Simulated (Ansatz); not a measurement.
What a change of settings does to a run on Mo

The cell is COD entry 9011605, as deposited and not checked against the literature; nothing was relaxed. It is an old determination, and later ones may differ. The listed cell was then made from it by scaling, straining or moving an atom.

First run: DFT, PBE, PAW with Ansatz's default frozen-core files, scalar-relativistic (Ansatz 0.2.0).

Command: `ansatz run input.yaml --threads 1 --pin off --max-ram 2048MiB --backend cpu --events-out ev --progress --plain --runs-dir out` The run took 1.8 s on 1 thread of Intel(R) Xeon(R) 6975P-C (Granite Rapids), on a shared host.

```yaml
crystal:
  lattice:
    - [-1.5497676675, 1.5497676675, 1.5497676675]
    - [1.5497676675, -1.5497676675, 1.5497676675]
    - [1.5497676675, 1.5497676675, -1.5497676675]
  atoms:
    - { symbol: Mo, position: [0.0, 0.0, 0.0] }
kpoints:
  mp_grid: { grid: [16, 16, 16] }
scf:
  occupations: { method: fermi_dirac, width: 0.05 }
hamiltonian:
  xc: pbe
  pseudopotentials: { kind: paw }
output:
  forces: true
  stress: true
  eigenvalues: true
  efg: { contact_densities: true }
  write_density: true
  write_potential: true
  elf: true
  volumetric_format: npy
```

Result: converged; pressure 17.05 GPa; no gap on the k mesh; 6 SCF iterations.

The input is then changed:

```diff
@@ -10,7 +10,9 @@
 scf:
   occupations: { method: fermi_dirac, width: 0.05 }
+  convergence: { dr2_threshold: 1.0e-09 }
 hamiltonian:
   xc: pbe
   pseudopotentials: { kind: paw }
+  dispersion: d3bj
 output:
   forces: true
@@ -18,7 +20,3 @@
   eigenvalues: true
   efg: { contact_densities: true }
-  write_density: true
-  write_potential: true
-  elf: true
-  volumetric_format: npy
```

What does the second run give?

It converged; pressure 8.60 GPa; no gap on the k mesh; 6 SCF iterations.

The results part of its log:

```
SCF 1 converged in 6 iterations: F = -4956.734781 eV  dr2 = 1.38e-10
  greatest PAW one-centre occupation: 0.998 electrons in one spin orbital (limit 2), on the Mo atom at site 0 (counted from 0), in its partial waves of l = 0
SCF converged after 6 iterations
Free energy (F): -4956.734781 eV
Harris-Foulkes:  -4956.734781 eV  (|F-HF|=7.91e-11)
Internal energy: -4956.730930 eV  (E = F + TS)
E sigma→0 (E₀):  -4956.732856 eV
Entropy (-TS):   -0.003851 eV (-3.851 meV/atom)
Fermi energy:    22.344785 eV
--- Per-component energies (eV) ---
  E_band       = -38.436871
  E_kinetic    = 443.401745
  E_local      = -748.878524  (includes V_loc(G=0)·N_el)
  E_nonlocal   = 142.979432
  E_hartree    = 249.284566
  E_xc         = -184.400977
  E_vxc        = -230.245841  (∫ρ·V_xc dr)
  E_paw        = -3201.485312  (= ΣΔE_a)
  E_vpaw       = -144.262606  (= ΣTr[D̂ρ^β])
  E_aug_tail   = 0.000045  (compensation charges beyond the density's cutoff)
  E_ewald      = -1656.880548
  E_disp       = -0.751357  (pairwise vdW)
  E_smearing   = -0.003851  (= −TS)
  E_closure    = 0.000000  (closes the sum)
  Σ components = -4956.734781   (vs F -4956.734781, Δ=0.00e0)
--- Forces (eV/Å), atoms counted from 1 ---
  atom   1  Mo     0.00000000    -0.00000000     0.00000000
  max |Σ_I F_I| component: 6.98e-32 eV/Å
--- Stress (GPa, compression-positive) ---
        8.597368      -0.000000      -0.000000
        0.000000       8.597368       0.000000
        0.000000       0.000000       8.597368
  P = ⅓ Tr σ = 8.5974 GPa (85.974 kbar)
--- PAW observables at the nuclei: V_zz in 10²¹ V/m², potentials from the cell's mean, atoms counted from 1 ---
  atom   1  Mo V_zz =    -0.000000   η = 0.0000   by run symmetry: forbidden
            electrostatic potential = -6364.430840 V   contact ρ = 595279.590735 e/Å³
--- Band table (eV; the first three rows and the last of 145) ---
  k-point 0: bands = ["-38.9600", "-12.0989", "-12.0989", "-12.0989", "14.9471", "20.8702", "20.8702", "20.8702", "24.0773", "24.0773", "37.0791"]
  k-point 1: bands = ["-38.9480", "-12.1658", "-12.1193", "-12.0994", "15.1299", "20.7649", "20.8528", "21.0437", "23.9189", "24.0795", "37.2197"]
  k-point 2: bands = ["-38.9139", "-12.3541", "-12.1770", "-12.1010", "15.6406", "20.4784", "20.7733", "21.5550", "23.6037", "24.0953", "37.5406"]
  k-point 144: bands = ["-38.4146", "-13.2141", "-13.2141", "-13.2141", "16.5070", "16.5070", "26.5939", "26.5939", "26.5939", "31.7675", "31.7675"]
```
